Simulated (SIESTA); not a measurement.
CoO under changes of volume

One of the cells (9.776 Å³/atom); the others are scaled copies at fixed shape and fractional positions:

```xyz
2
Lattice="-1.5180 1.5180 2.1212 1.5180 -1.5180 2.1212 1.5180 1.5180 -2.1212" Properties=species:S:1:pos:R:3 pbc="T T T"
Co    0.0000    0.0000    0.0000
O     0.0000    0.0000    2.1212
```

- Program: SIESTA 5.4.2
- Functional: PBE
- Potentials or basis: PseudoDojo 0.4 standard (PBE files)
- Basis: DZP (energy shift 0.003 Ry; two zetas on semicore shells)
- Grid cutoff: 800 Ry
- Energy shift: 0.003 Ry
- k mesh: 12 × 12 × 12
- Occupations: fermi-dirac, width 0.05 eV
- Spin: collinear spin, ferromagnetic start
- Starting moments: [2.0, 0.0] μB

```csv
volume (Å³/atom),energy over the lowest point (meV/atom),pressure (GPa),moment (μB per cell)
9.009,25.36,13.7,2.85
9.201,11.56,9.2,2.91
9.392,3.05,5.2,2.95
9.776,0.00,-2.4,2.99
9.967,?,?,?
10.159,13.60,-8.4,3.00
```

Question: What does the run at 9.967 Å³/atom give?

Answer: Energy over the lowest point 5.01 meV/atom; pressure -5.6 GPa; moment 2.99 μB per cell.

Worked out: A Birch-Murnaghan fit of order 3 (a polynomial in V^(-2/3)) to the other rows has its minimum at 9.65 Å³/atom with B0 = V·E''(V) = 184 GPa (rough, since the energies scatter) at fixed shape and positions, which overstates the stiffness. It gives 4.86 meV/atom at 9.967 Å³/atom, against the run's 5.01, and -dE/dV = -5.7 GPa, against -5.6. A parabola through the other rows of the moment, of slope 0.00711 μB per Å³/atom there, gives 3.00 μB, against the run's 2.99.

Energies are extrapolated to zero smearing.

Caveats: short orbitals over semicore shells can move pressures by several GPa; the basis of atomic orbitals isn't converged, which shifts pressures, moduli and gaps; a cell with one magnetic atom can't hold antiferromagnetic order, which such compounds often take.
